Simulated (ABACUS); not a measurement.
The system is V.

```
CELL_PARAMETERS angstrom
-1.51435 1.51435 1.51435
1.51435 -1.51435 1.51435
1.51435 1.51435 -1.51435
ATOMIC_POSITIONS crystal
V 0.00000 0.00000 0.00000
```

Base run:

- Program: ABACUS 3.10.1
- Functional: PW91
- Potentials or basis: SG15 ONCV 1.2 PBE
- Cutoff: 1143 eV
- Density cutoff: 4572 eV
- Basis: plane waves
- k mesh: 10 × 10 × 10
- Occupations: fermi-dirac, width 0.05 eV
- Spin: collinear spin, ferromagnetic start
- Starting moments: [2.0] μB

Its results: band gap on the k mesh none (metal or under the smearing width); pressure -5.1 GPa; net moment 0.00 μB per cell.

The run is repeated on the same cell with these changes: functional from PW91 to rPW86PBE; potentials or basis from SG15 ONCV 1.2 PBE to Ansatz NC PBE. What comes out?

Band gap on the k mesh none (metal or under the smearing width); pressure -1.1 GPa; net moment 0.00 μB per cell.

Caveats: the potentials were made for another functional, which shifts forces and pressure.

Not every run made on this cell is shown here.
